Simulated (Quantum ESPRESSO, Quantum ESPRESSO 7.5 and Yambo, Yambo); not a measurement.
# KBr (Fm-3m): G0W0 with Yambo, start to end

Wanted: ground state, empty states, screening and self-energy for KBr (Fm-3m).

Program: Quantum ESPRESSO 7.5 and Yambo 5.3.0. Level of theory: PBE and many-body steps on it, plane waves. Results are calculated unless marked as measured.

### 1. Set-up

Symmetry: Fm-3m, No. 225, cubic system. Conventional cell: a = 6.600 Å, b = 6.600 Å, c = 6.600 Å, α = 90.00°, β = 90.00°, γ = 90.00°. Nearest to K lie 6 Br at 3.30 Å. Nearest to Br lie 6 K at 3.30 Å. Farther neighbours and most contacts between anions are not listed.

The cell and positions come from the Crystallography Open Database and are kept as given unless a step says otherwise.

### 2. Ground state

This step: Quantum ESPRESSO 7.5; DFT, PBE, plane waves, norm-conserving pseudopotentials.

The ground-state density comes first.

Input file pw.in:

```
&control
  calculation = 'scf'
  prefix = 'x'
  outdir = 'o'
  pseudo_dir = 'pseudo'
/
&system
  ibrav = 0
  nat = 2
  ntyp = 2
  ecutwfc = 76.0
  nbnd = 18
  force_symmorphic = .true.
/
&electrons
  conv_thr = 1e-10
  electron_maxstep = 80
  mixing_beta = 0.5
/
ATOMIC_SPECIES
  K 39.098 K.upf
  Br 79.904 Br.upf
CELL_PARAMETERS angstrom
  0.0000000000 3.3000000000 3.3000000000
  3.3000000000 0.0000000000 3.3000000000
  3.3000000000 3.3000000000 0.0000000000
ATOMIC_POSITIONS crystal
  K 0.0000000000 0.0000000000 0.0000000000
  Br 0.5000000000 0.5000000000 0.5000000000
K_POINTS automatic
  6 6 6 0 0 0
```

On the command line:

```sh
> OMP_NUM_THREADS=1 mpirun -n 4 pw.x -nk 4 -in pw.in > pw.out
```

Output:

```text
Program PWSCF v.7.5 starts

     This program is part of the open-source Quantum ESPRESSO suite
     for quantum simulation of materials; please cite
         "P. Giannozzi et al., J. Phys.:Condens. Matter 21 395502 (2009);
         "P. Giannozzi et al., J. Phys.:Condens. Matter 29 465901 (2017);
         "P. Giannozzi et al., J. Chem. Phys. 152 154105 (2020);
     in publications or presentations arising from this work. More details at
     Message from routine setup:
     using ibrav=0 with symmetry is DISCOURAGED, use correct ibrav instead

     G-vector sticks info

     bravais-lattice index     =            0
     lattice parameter (alat)  =       8.8192  a.u.
     unit-cell volume          =     485.0298 (a.u.)^3
     number of atoms/cell      =            2
     number of atomic types    =            2
     number of electrons       =        26.00
     number of Kohn-Sham states=           18
     kinetic-energy cutoff     =      76.0000  Ry
     charge density cutoff     =     304.0000  Ry
     scf convergence threshold =      1.0E-10
     mixing beta               =       0.5000
     number of iterations used =            8  plain     mixing
     Exchange-correlation= PBE
                           (   1   4   3   4   0   0   0)

     celldm(1)=   8.819172  celldm(2)=   0.000000  celldm(3)=   0.000000
     celldm(4)=   0.000000  celldm(5)=   0.000000  celldm(6)=   0.000000

     crystal axes: (cart. coord. in units of alat)
               a(1) = (   0.000000   0.707107   0.707107 )
               a(2) = (   0.707107   0.000000   0.707107 )
               a(3) = (   0.707107   0.707107   0.000000 )

     reciprocal axes: (cart. coord. in units 2 pi/alat)
               b(1) = ( -0.707107  0.707107  0.707107 )
               b(2) = (  0.707107 -0.707107  0.707107 )
               b(3) = (  0.707107  0.707107 -0.707107 )
     Pseudo is Norm-conserving + core correction, Zval =  9.0
     Generated using ONCVPSP code by D. R. Hamann
     Using radial grid of 2222 points,  6 beta functions with:
     Pseudo is Norm-conserving + core correction, Zval = 17.0
     Generated using ONCVPSP code by D. R. Hamann
     Using radial grid of 1098 points,  6 beta functions with:
     K                 9.00    39.09800     K ( 1.00)
     Br               17.00    79.90400     Br( 1.00)

     48 Sym. Ops., with inversion, found

   Cartesian axes

     site n.     atom                  positions (alat units)
         1        K      tau(   1) = (   0.0000000   0.0000000   0.0000000  )
         2        Br     tau(   2) = (   0.7071068   0.7071068   0.7071068  )

     number of k points=    16
                       cart. coord. in units 2pi/alat
        k(    1) = (   0.0000000   0.0000000   0.0000000), wk =   0.0092593
        k(    2) = (   0.1178511   0.1178511  -0.1178511), wk =   0.0740741
        k(    3) = (   0.2357023   0.2357023  -0.2357023), wk =   0.0740741
        k(    4) = (  -0.3535534  -0.3535534   0.3535534), wk =   0.0370370
        k(    5) = (   0.2357023   0.0000000  -0.0000000), wk =   0.0555556
        k(    6) = (   0.3535534   0.1178511  -0.1178511), wk =   0.2222222
        k(    7) = (  -0.2357023  -0.4714045   0.4714045), wk =   0.2222222
        k(    8) = (  -0.1178511  -0.3535534   0.3535534), wk =   0.2222222
        k(    9) = (   0.0000000  -0.2357023   0.2357023), wk =   0.1111111
        k(   10) = (   0.4714045   0.0000000  -0.0000000), wk =   0.0555556
     [... 4 further rows ...]
        k(   15) = (  -0.1178511  -0.3535534   0.5892557), wk =   0.2222222
        k(   16) = (  -0.7071068   0.2357023   0.0000000), wk =   0.1111111

     Dense  grid:    43599 G-vectors     FFT dimensions: (  50,  50,  50)

     Initial potential from superposition of free atoms

     starting charge      25.9807, renormalised to      26.0000
     Starting wfcs are   14 randomized atomic wfcs +    4 random wfcs

     per-process dynamical memory:    36.7 Mb

     Self-consistent Calculation

     iteration #  1     ecut=    76.00 Ry     beta= 0.50

     Threshold (ethr) on eigenvalues was too large:
     Diagonalizing with lowered threshold

     total energy              =    -331.11329278 Ry
     estimated scf accuracy    <       0.04170648 Ry

     iteration #  2     ecut=    76.00 Ry     beta= 0.50

     total energy              =    -331.12118008 Ry
     estimated scf accuracy    <       0.00243824 Ry

     iteration #  3     ecut=    76.00 Ry     beta= 0.50

     total energy              =    -331.12168411 Ry
     estimated scf accuracy    <       0.00053538 Ry

     iteration #  4     ecut=    76.00 Ry     beta= 0.50

     total energy              =    -331.12177003 Ry
     estimated scf accuracy    <       0.00002068 Ry

     iteration #  5     ecut=    76.00 Ry     beta= 0.50

     total energy              =    -331.12177779 Ry
     estimated scf accuracy    <       0.00000444 Ry

     iteration #  6     ecut=    76.00 Ry     beta= 0.50

     total energy              =    -331.12177894 Ry
     estimated scf accuracy    <       0.00000002 Ry

     iteration #  7     ecut=    76.00 Ry     beta= 0.50

     total energy              =    -331.12177898 Ry
     estimated scf accuracy    <          2.6E-09 Ry

     iteration #  8     ecut=    76.00 Ry     beta= 0.50

     total energy              =    -331.12177898 Ry
     estimated scf accuracy    <          3.7E-10 Ry

     iteration #  9     ecut=    76.00 Ry     beta= 0.50

     total energy              =    -331.12177898 Ry
     estimated scf accuracy    <          1.1E-10 Ry

     iteration # 10     ecut=    76.00 Ry     beta= 0.50

     End of self-consistent calculation

          k = 0.0000 0.0000 0.0000 (  5521 PWs)   bands (ev):

   -56.1051 -56.1051 -56.1030 -56.1030 -56.1030 -25.6928 -10.2110  -9.1698
    -9.1698  -9.1698   2.0853   2.0853   2.0853   6.5214   9.6944   9.6944
     9.6944  10.5130

          k = 0.1179 0.1179-0.1179 (  5444 PWs)   bands (ev):

   -56.1051 -56.1051 -56.1030 -56.1030 -56.1030 -25.6914 -10.2618  -9.1712
    -9.1712  -9.1016   1.7204   1.9968   1.9968   7.1770   9.5543  10.0172
    10.0172  10.8674

          k = 0.2357 0.2357-0.2357 (  5429 PWs)   bands (ev):

   -56.1051 -56.1051 -56.1030 -56.1030 -56.1030 -25.6886 -10.3489  -9.1739
    -9.1739  -8.9790   1.1485   1.8306   1.8306   8.2855   9.8060  10.8789
    10.8789  11.7584

          k =-0.3536-0.3536 0.3536 (  5444 PWs)   bands (ev):

     [... further k-points ...]

     highest occupied, lowest unoccupied level (ev):     2.0853    6.5214

!    total energy              =    -331.12177898 Ry
     estimated scf accuracy    <          3.8E-12 Ry

     The total energy is the sum of the following terms:
     one-electron contribution =    -219.69576738 Ry
     hartree contribution      =     108.73966860 Ry
     xc contribution           =     -57.41504571 Ry
     ewald contribution        =    -162.75063449 Ry

     convergence has been achieved in  10 iterations

     XML data file, charge density, pseudopotentials, collected wavefunctions

=------------------------------------------------------------------------------=
   JOB DONE.
=------------------------------------------------------------------------------=
```

It took 10 s on 4 MPI ranks of Arm Neoverse V1, shared host; peak memory 0.31 GiB; 40 s of CPU time.

Numbers from this step:

```
total energy               : -4505.1413 eV
gap                        : 4.436 eV
k of the valence top       : 0, 0, 0
k of the conduction bottom : 0, 0, 0
least direct gap           : 4.436 eV
```

The gap is direct, at Γ.

### 3. Bands along the symmetry lines

Levels along a band path, at the cheap level, show where the edges lie and whether the meshes to come will hold them.

Input file pw.in:

```
&control
  calculation = 'bands'
  prefix = 'x'
  outdir = 'o'
  pseudo_dir = 'pseudo'
/
&system
  ibrav = 0
  nat = 2
  ntyp = 2
  ecutwfc = 76.0
  nbnd = 19
  force_symmorphic = .true.
/
&electrons
  conv_thr = 1e-9
  electron_maxstep = 80
  diago_full_acc = .true.
  diago_thr_init = 5e-6
/
ATOMIC_SPECIES
  K 39.098 K.upf
  Br 79.904 Br.upf
CELL_PARAMETERS angstrom
  0.0000000000 3.3000000000 3.3000000000
  3.3000000000 0.0000000000 3.3000000000
  3.3000000000 3.3000000000 0.0000000000
ATOMIC_POSITIONS crystal
  K 0.0000000000 0.0000000000 0.0000000000
  Br 0.5000000000 0.5000000000 0.5000000000
K_POINTS crystal
  50
  0.00000000 0.00000000 0.00000000 1
  0.06250000 0.00000000 0.06250000 1
  0.12500000 0.00000000 0.12500000 1
  0.18750000 0.00000000 0.18750000 1
  0.25000000 0.00000000 0.25000000 1
  0.31250000 0.00000000 0.31250000 1
  0.37500000 0.00000000 0.37500000 1
  0.43750000 0.00000000 0.43750000 1
  0.50000000 0.00000000 0.50000000 1
  0.51562500 0.03125000 0.51562500 1
  0.53125000 0.06250000 0.53125000 1
  0.54687500 0.09375000 0.54687500 1
  0.56250000 0.12500000 0.56250000 1
  0.57812500 0.15625000 0.57812500 1
  0.59375000 0.18750000 0.59375000 1
  0.60937500 0.21875000 0.60937500 1
  0.62500000 0.25000000 0.62500000 1
  0.37500000 0.37500000 0.75000000 1
  0.32812500 0.32812500 0.65625000 1
  0.28125000 0.28125000 0.56250000 1
  0.23437500 0.23437500 0.46875000 1
  0.18750000 0.18750000 0.37500000 1
  0.14062500 0.14062500 0.28125000 1
  0.09375000 0.09375000 0.18750000 1
  0.04687500 0.04687500 0.09375000 1
  0.00000000 0.00000000 0.00000000 1
  0.06250000 0.06250000 0.06250000 1
  0.12500000 0.12500000 0.12500000 1
  0.18750000 0.18750000 0.18750000 1
  0.25000000 0.25000000 0.25000000 1
  0.31250000 0.31250000 0.31250000 1
  0.37500000 0.37500000 0.37500000 1
  0.43750000 0.43750000 0.43750000 1
  0.50000000 0.50000000 0.50000000 1
  0.50000000 0.46875000 0.53125000 1
  0.50000000 0.43750000 0.56250000 1
  0.50000000 0.40625000 0.59375000 1
  0.50000000 0.37500000 0.62500000 1
  0.50000000 0.34375000 0.65625000 1
  0.50000000 0.31250000 0.68750000 1
  0.50000000 0.28125000 0.71875000 1
  0.50000000 0.25000000 0.75000000 1
  0.50000000 0.21875000 0.71875000 1
  0.50000000 0.18750000 0.68750000 1
  0.50000000 0.15625000 0.65625000 1
  0.50000000 0.12500000 0.62500000 1
  0.50000000 0.09375000 0.59375000 1
  0.50000000 0.06250000 0.56250000 1
  0.50000000 0.03125000 0.53125000 1
  0.50000000 0.00000000 0.50000000 1
```

Output:

```text
[banner, memory and clock lines left out]
Program PWSCF v.7.5 starts

     Atomic positions and unit cell read from directory:
     o/x.save/

     Message from routine setup:
     using ibrav=0 with symmetry is DISCOURAGED, use correct ibrav instead

     G-vector sticks info

     bravais-lattice index     =            0
     lattice parameter (alat)  =       8.8192  a.u.
     unit-cell volume          =     485.0298 (a.u.)^3
     number of atoms/cell      =            2
     number of atomic types    =            2
     number of electrons       =        26.00
     number of Kohn-Sham states=           19
     kinetic-energy cutoff     =      76.0000  Ry
     charge density cutoff     =     304.0000  Ry
     Exchange-correlation= PBE
                           (   1   4   3   4   0   0   0)

     celldm(1)=   8.819172  celldm(2)=   0.000000  celldm(3)=   0.000000
     celldm(4)=   0.000000  celldm(5)=   0.000000  celldm(6)=   0.000000

     crystal axes: (cart. coord. in units of alat)
               a(1) = (   0.000000   0.707107   0.707107 )
               a(2) = (   0.707107   0.000000   0.707107 )
               a(3) = (   0.707107   0.707107   0.000000 )

     reciprocal axes: (cart. coord. in units 2 pi/alat)
               b(1) = ( -0.707107  0.707107  0.707107 )
               b(2) = (  0.707107 -0.707107  0.707107 )
               b(3) = (  0.707107  0.707107 -0.707107 )
     Pseudo is Norm-conserving + core correction, Zval =  9.0
     Generated using ONCVPSP code by D. R. Hamann
     Using radial grid of 2222 points,  6 beta functions with:
     Pseudo is Norm-conserving + core correction, Zval = 17.0
     Generated using ONCVPSP code by D. R. Hamann
     Using radial grid of 1098 points,  6 beta functions with:
     K                 9.00    39.09800     K ( 1.00)
     Br               17.00    79.90400     Br( 1.00)

     48 Sym. Ops., with inversion, found

   Cartesian axes

     site n.     atom                  positions (alat units)
         1        K      tau(   1) = (   0.0000000   0.0000000   0.0000000  )
         2        Br     tau(   2) = (   0.7071068   0.7071068   0.7071068  )

     number of k points=    50
                       cart. coord. in units 2pi/alat
        k(    1) = (   0.0000000   0.0000000   0.0000000), wk =   0.0400000
        k(    2) = (   0.0000000   0.0883883   0.0000000), wk =   0.0400000
        k(    3) = (   0.0000000   0.1767767   0.0000000), wk =   0.0400000
[...]
[... 38 further rows ...]
        k(   49) = (   0.0441942   0.7071068   0.0000000), wk =   0.0400000
        k(   50) = (   0.0000000   0.7071068   0.0000000), wk =   0.0400000

     Dense  grid:    43599 G-vectors     FFT dimensions: (  50,  50,  50)

     The potential is recalculated from file :
     o/x.save/charge-density

     Starting wfcs are   14 randomized atomic wfcs +    5 random wfcs

     Band Structure Calculation

     End of band structure calculation

          k = 0.0000 0.0000 0.0000 (  5521 PWs)   bands (ev):

   -56.1051 -56.1051 -56.1029 -56.1029 -56.1029 -25.6928 -10.2110  -9.1698
    -9.1698  -9.1698   2.0853   2.0853   2.0853   6.5214   9.6944   9.6944
     9.6944  10.5130  10.5130

          k = 0.0000 0.0884 0.0000 (  5433 PWs)   bands (ev):

   -56.1051 -56.1051 -56.1029 -56.1029 -56.1029 -25.6925 -10.2212  -9.1711
[...]
9.7935  10.5420  10.6191

          k = 0.0000 0.1768 0.0000 (  5425 PWs)   bands (ev):

[...]
10.0832  10.6267  10.9182

          k =-0.0000 0.2652 0.0000 (  5413 PWs)   bands (ev):

[...]
k = 0.0000 0.4419-0.0000 (  5437 PWs)   bands (ev):

[...]
k =-0.0000 0.5303 0.0000 (  5446 PWs)   bands (ev):

[...]
k = 0.0000 0.6187-0.0000 (  5430 PWs)   bands (ev):

[...]
k = 0.4640 0.4640-0.0000 (  5404 PWs)   bands (ev):

[...]
k = 0.3315 0.3315-0.0000 (  5416 PWs)   bands (ev):

[...]
k = 0.3094 0.7071-0.0000 (  5428 PWs)   bands (ev):

[...]
k = 0.2210 0.7071-0.0000 (  5428 PWs)   bands (ev):

[...]
k = 0.1768 0.7071-0.0000 (  5418 PWs)   bands (ev):

[...]
k = 0.0442 0.7071 0.0000 (  5432 PWs)   bands (ev):

[...]
11.5282  11.7231  12.8320

          k = 0.0000 0.7071 0.0000 (  5434 PWs)   bands (ev):

   -56.1051 -56.1051 -56.1030 -56.1029 -56.1029 -25.6856 -10.1138  -9.2601
    -9.2057  -9.2057   1.2739   1.8005   1.8005   7.9565   9.2889  11.4404
    11.5903  11.7409  12.7997

     XML data file, pseudopotentials, collected wavefunctions
```

The job ended after 10 s (4 MPI ranks; peak memory 0.26 GiB).

This step gave:

```
gap                        : 4.436 eV
k of the valence top       : 0, 0, 0
k of the conduction bottom : 0, 0, 0
least direct gap           : 4.436 eV
```

The gap is 4.436 eV, as in the run before at this level.

Electronic bands along the path, in eV, zero at the top of the highest filled band:

```tsv
point	band 10	band 11	band 12	band 13	band 14	band 15	band 16	band 17
Γ	-11.26	0.00	0.00	0.00	4.44	7.61	7.61	7.61
halfway	-11.17	-0.71	-0.16	-0.16	5.90	6.54	8.84	9.05
X	-11.29	-0.81	-0.28	-0.28	5.87	7.20	9.36	9.51
halfway	-11.26	-0.78	-0.40	-0.30	6.08	7.46	9.12	9.51
U	-11.18	-0.69	-0.64	-0.33	6.60	8.16	8.46	9.16
jump to K	-11.18	-0.69	-0.64	-0.33	6.60	8.16	8.46	9.16
halfway	-11.10	-0.78	-0.24	-0.24	6.16	7.28	8.38	8.88
Γ	-11.26	0.00	0.00	0.00	4.44	7.61	7.61	7.61
halfway	-11.12	-0.67	-0.17	-0.17	5.69	7.49	8.31	8.31
L	-11.01	-1.18	-0.33	-0.33	6.59	8.23	9.74	9.74
halfway	-11.09	-0.96	-0.47	-0.36	7.02	7.80	8.89	9.31
W	-11.16	-0.59	-0.59	-0.54	7.39	7.39	8.26	9.00
halfway	-11.22	-0.75	-0.41	-0.38	6.29	7.66	8.73	9.39
X	-11.29	-0.81	-0.28	-0.28	5.87	7.20	9.36	9.51
```

The electronic bands as a text plot (rows in eV, shown from -8.0 to 8.4 only):

```
    8.1 |+ ++            +++    +++++ ++ ++++  ++++++++  ++++
    7.4 |++++      ++++++   +++++++++++++++++++        +++++ ++++
    6.7 |    ++++++      +++  ++               ++++++++     +
    6.0 |     +++++++++++       +            ++              ++++
    5.3 |    +                   ++        ++
    4.7 |++++                      ++++++++
    4.0 |
    3.3 |
    2.6 |
    1.9 |
    1.2 |
    0.6 |
   -0.1 |************************************************    ****
   -0.8 |    **********************         *****   *************
   -1.5 |                                        ***
   -2.2 |
   -2.9 |
   -3.6 |
   -4.2 |
   -4.9 |
   -5.6 |
   -6.3 |
   -7.0 |
   -7.7 |
         Γ           X  U|K            Γ         L        W     X
```

(Continued in part 2 of 2.)

[Paths, hosts, dates, memory and timing lines, banners, echoed tables and standing remarks are left out of the program output.]

[Logs are printed without paths, hosts, clocks, repeated set-up lines and the standing remarks that a program may print on its own settings, such as how far it seeks lower states.]

[Runs of the session that timed out or met a known fault of the program may be left out.]

[Hosts, paths, dates, database ids (printed as entryN), source tags and the programs' standing remarks are cut or masked in the printed files.]
